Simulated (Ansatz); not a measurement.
# LiF: response to strain

Aim: deform LiF (equal xx and yy strain of +1 %) and compute stress, forces and field gradients with LAPW, PAW and all-electron datasets made for the crystal.

Method: DFT PBE, scalar-relativistic, in Ansatz 0.2.0.

## Step 1: The system as given

The structure is cubic, space group Fm-3m (No. 225). Conventional cell: a = 4.028 Å, b = 4.028 Å, c = 4.028 Å, α = 90.00°, β = 90.00°, γ = 90.00°. Li (site symmetry m-3m) is surrounded by 6 F at 2.01 Å. F (site symmetry m-3m) has 6 Li at 2.01 Å as nearest neighbours.

Coordinates:

```cif
data_structure
_symmetry_space_group_name_H-M 'Fm-3m'
_symmetry_Int_Tables_number 225
_cell_length_a 4.0280
_cell_length_b 4.0280
_cell_length_c 4.0280
_cell_angle_alpha 90.000
_cell_angle_beta 90.000
_cell_angle_gamma 90.000
_cell_volume 65.35
loop_
_atom_site_label
_atom_site_type_symbol
_atom_site_symmetry_multiplicity
_atom_site_Wyckoff_symbol
_atom_site_fract_x
_atom_site_fract_y
_atom_site_fract_z
_atom_site_occupancy
Li1 Li 4 a 0.00000 0.00000 0.00000 1
F1 F 4 b 0.50000 0.00000 0.00000 1
```

The file gives the conventional cell by its symmetry; the runs use the cell typed in the input.

Atoms are numbered in the order of the input: Li1, F2.

## Step 2: The deformed structure

Space group Fm-3m before, I4/mmm after.

## Step 3: Full-potential LAPW

The input, input.yaml:

```yaml
crystal:
  lattice:
    - [0.0, 2.03414, 2.014]
    - [2.03414, 0.0, 2.014]
    - [2.03414, 2.03414, 0.0]
  atoms:
    - { symbol: Li, position: [0.0, 0.0, 0.0] }
    - { symbol: F, position: [0.5, 0.5, 0.5] }
kpoints:
  mp_grid: { grid: [10, 10, 10] }
  band_path:
    path:
      - [0.0, 0.0, 0.0]
      - [0.0, 0.5, 0.5]
      - [0.25, 0.75, 0.5]
      - [0.0, 0.5, 0.0]
      - [0.0, 0.0, 0.0]
      - [0.5, 0.5, 0.0]
      - [0.3775125, 0.6224875, 0.0]
      - [-0.3775125, 0.3775125, 0.0]
      - [0.0, 0.0, 0.0]
    npoints: 5
scf:
  occupations: { method: fermi_dirac, width: 0.03 }
hamiltonian:
  xc: pbe
  pseudopotentials: { kind: all_electron, lapw: { basis_error: 0.001 } }
output:
  forces: true
  stress: true
  eigenvalues: true
```

Run with:

```sh
ansatz run input.yaml --threads 1 --pin off --max-ram 3072MiB --backend cpu --events-out ev --progress --plain --runs-dir out
```

## Step 4: Frozen-core PAW

The input, input.yaml:

```yaml
crystal:
  lattice:
    - [0.0, 2.03414, 2.014]
    - [2.03414, 0.0, 2.014]
    - [2.03414, 2.03414, 0.0]
  atoms:
    - { symbol: Li, position: [0.0, 0.0, 0.0] }
    - { symbol: F, position: [0.5, 0.5, 0.5] }
kpoints:
  mp_grid: { grid: [10, 10, 10] }
scf:
  occupations: { method: fermi_dirac, width: 0.03 }
hamiltonian:
  xc: pbe
  pseudopotentials: { kind: paw }
output:
  forces: true
  stress: true
  eigenvalues: true
  efg: { contact_densities: true }
  write_density: true
  write_potential: true
  elf: true
  volumetric_format: npy
```

## Step 5: Datasets made for this crystal

input.yaml, as its differences from that of step 4:

```diff
@@ -14,3 +14,3 @@
   xc: pbe
-  pseudopotentials: { kind: paw }
+  pseudopotentials: { kind: all_electron, datasets: crystal }
 output:
@@ -20,5 +20 @@
   efg: { contact_densities: true }
-  write_density: true
-  write_potential: true
-  elf: true
-  volumetric_format: npy
```

(Steps that only read results are left out.)

Q: Predict the outcome of this session. Wanted: pressure; largest shear or deviatoric stress.

**Answer**, as computed:

| quantity | value |
| --- | --- |
| pressure | LAPW 0.59, PAW 0.68, crystal datasets 0.58 GPa |
| largest shear or deviatoric stress (LAPW) | 0.45 GPa |

In words: The largest part of the stress beyond the pressure is 0.45 GPa in size, in the zz component; the atoms are carried along and not relaxed. No run of the undeformed cell stands beside it, so the pressure holds what the given cell had before the change. PAW: stress within 0.09 GPa of LAPW. Crystal datasets: stress within 0.01 GPa of LAPW.
